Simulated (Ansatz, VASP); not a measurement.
CdS in VASP and in Ansatz

File INCAR:

```
PREC = Accurate
ENCUT = 520
EDIFF = 1E-6
ISMEAR = -1
SIGMA = 0.01
LREAL = F
LASPH = T
NELM = 100
ALGO = Normal
ISIF = 2
LWAVE = F
LCHARG = T
GGA = PE
LELF = T
LVHAR = T
NBANDS = 26
```

The input KPOINTS:

```
Automatic mesh
0
Gamma
  7 7 4
```

The input POSCAR:

```
CdS
1.0
    4.0503918620      0.0000000000      0.0000000000
   -2.0251959310      3.5077422478      0.0000000000
    0.0000000000      0.0000000000      6.6112266477
Cd S
2 2
Direct
    0.3333333333      0.6666666667      0.0000000000
    0.6666666667      0.3333333333      0.5000000000
    0.3333333333      0.6666666667      0.3850000000
    0.6666666667      0.3333333333      0.8850000000
```

Input for Ansatz:

```yaml
crystal:
  lattice:
    - [4.050391862, 0.0, 0.0]
    - [-2.025195931, 3.5077422478, 0.0]
    - [0.0, 0.0, 6.6112266477]
  atoms:
    - { symbol: Cd, position: [0.3333333333, 0.6666666667, 0.0] }
    - { symbol: Cd, position: [0.6666666667, 0.3333333333, 0.5] }
    - { symbol: S, position: [0.3333333333, 0.6666666667, 0.385] }
    - { symbol: S, position: [0.6666666667, 0.3333333333, 0.885] }
kpoints:
  mp_grid: { grid: [7, 7, 4] }
  band_path:
    path:
      - [0.0, 0.0, 0.0]
      - [0.5, 0.0, 0.0]
      - [0.3333333333, 0.3333333333, 0.0]
      - [0.0, 0.0, 0.0]
      - [0.0, 0.0, 0.5]
      - [0.5, 0.0, 0.5]
      - [0.3333333333, 0.3333333333, 0.5]
      - [0.0, 0.0, 0.5]
      - [0.5, 0.0, 0.5]
    npoints: 5
scf:
  occupations: { method: fermi_dirac, width: 0.01 }
hamiltonian:
  xc: pbe
  pseudopotentials: { kind: all_electron, lapw: { basis_error: 0.001 } }
output:
  forces: true
  stress: true
  eigenvalues: true
```

Change from the starting cell: volume scaled by 0.94.

Alike in both runs: task single point; functional PBE; k mesh 7 × 7 × 4; occupations fermi-dirac, width 0.01 eV; no spin polarisation.

|  | VASP | Ansatz |
| --- | --- | --- |
| version | VASP 6.6.1 | Ansatz 0.2.0 |
| potentials or method | VASP PAW PBE potentials, release 64 (Cd, S) | all-electron LAPW, scalar-relativistic |
| plane-wave cutoff (eV) | 520 | see its input |

```tsv
	VASP	Ansatz	Ansatz less VASP
gap on the k mesh at the Fermi level (eV)	1.37	1.36	-0.007
pressure (GPa)	7.6	7.1	-0.42
largest component of the traceless stress (GPa)	2.20	2.14	-0.061
rms of the force components (eV/Å)	0.196	0.190	-0.0058
```

Atom by atom the forces differ by 0.006 eV/Å (rms over components). Ansatz ran all-electron here, so the differences hold the error of VASP's frozen core and of both bases.
